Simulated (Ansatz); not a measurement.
Indium, body-centred tetragonal: convergence with Methfessel-Paxton smearing

Computed with Ansatz, PBE, scalar-relativistic PAW, on the relaxed cell (a = 4.608 Å, b = 4.731 Å, c = 3.371 Å, β = 131.51°; spin not included). Errors count from a run at 420 eV on a Γ-centred 18×18×22 mesh with Fermi-Dirac smearing of 0.1 eV, extrapolated to zero width. Fixed here: cutoff 420 eV, mesh 11×11×14. The SCF starts from atomic densities corrected by a trained network.

```csv
width (eV),E(σ→0) error (meV/atom),F error (meV/atom),P (GPa),SCF iterations
0.01,0.1,0.1,-0.02,5
0.03,0.1,0.1,-0.01,7
0.1,0.1,0.1,0.00,7
0.3,0.4,0.4,0.00,7
0.6,0.0,0.3,-0.03,7
1.0,1.2,1.3,0.00,7
```

Problem. What does the run at 0.2 give (width)?

Solution. E(σ→0) error (meV/atom): 0.2; F error (meV/atom): 0.3; P (GPa): 0.00; SCF iterations: 7.
